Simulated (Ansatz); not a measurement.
Structure search: one InGa2As3 candidate

Method: Ansatz, DFT PBE, scalar-relativistic, plane waves, PAW. Cutoff 420 eV, Gaussian smearing, Γ-centred meshes. Cell and atoms relax first on a coarse mesh, the cell is then made exact in the group found at 0.06 to 0.08 Å, and last on a converged mesh; the steps can't lower the symmetry of their start. No spin polarisation.

The guess for InGa2As3 was proposed by analogy with related compounds (P3m1, No. 156). Its size is a guess.

```cif
data_structure
_symmetry_space_group_name_H-M 'P3m1'
_symmetry_Int_Tables_number 156
_cell_length_a 4.0940
_cell_length_b 4.0940
_cell_length_c 10.0300
_cell_angle_alpha 90.000
_cell_angle_beta 90.000
_cell_angle_gamma 120.000
_cell_volume 145.59
loop_
_atom_site_label
_atom_site_type_symbol
_atom_site_symmetry_multiplicity
_atom_site_Wyckoff_symbol
_atom_site_fract_x
_atom_site_fract_y
_atom_site_fract_z
_atom_site_occupancy
In1 In 1 a 0.00000 0.00000 0.00000 1
Ga1 Ga 1 c 0.66667 0.33333 0.66667 1
Ga2 Ga 1 b 0.33333 0.66667 0.33333 1
As1 As 1 b 0.33333 0.66667 0.58333 1
As2 As 1 c 0.66667 0.33333 0.91667 1
As3 As 1 a 0.00000 0.00000 0.25000 1
```

Formation energies are uncorrected and refer to the elements' standard structures at the same level.

Question: Where does the relaxation end?

Answer: The symmetry stays P3m1 (No. 156). The volume per atom grows by 5.8 %, from 24.3 to 25.7 Å³. The shortest distance goes from 2.51 Å (Ga–As and In–As) to 2.48 Å (Ga–As). Conventional cell: a = 4.166 Å, c = 10.243 Å. In is surrounded by 4 As at 2.61–2.67 Å; around Ga on its first site lie 4 As at 2.48–2.53 Å; around Ga on its second site lie 4 As at 2.49–2.53 Å; As on its first site is surrounded by 4 Ga at 2.49–2.53 Å; As on its second site is surrounded by 1 Ga at 2.48 Å and 3 In at 2.61 Å; 1 more site not described.

```
In Ga As
1.0
     4.16613    0.00000    0.00000
    -2.08307    3.60798    0.00000
     0.00000    0.00000   10.24318
In Ga As
1 2 3
Direct
  0.00000 0.00000 0.00150
  0.66667 0.33333 0.66047
  0.33333 0.66667 0.33992
  0.33333 0.66667 0.58325
  0.66667 0.33333 0.90256
  0.00000 0.00000 0.26230
```

Question: Give its energy and gap.

Answer: The formation energy is −0.29 eV/atom and the gap on the 12×12×4 mesh of the 6-atom cell is 0 eV (the bands meet within 0.015 eV).

The last run used Gaussian smearing of 0.10 eV. The zero gap may come from the functional, which often closes small gaps. The reference form of As is held partly by dispersion forces, which this level lacks. A structure relaxed within its symmetry needn't be a true minimum. Another cell of the same search, in Imm2, lies 15 meV/atom lower, so this cell isn't the stable form at this level.
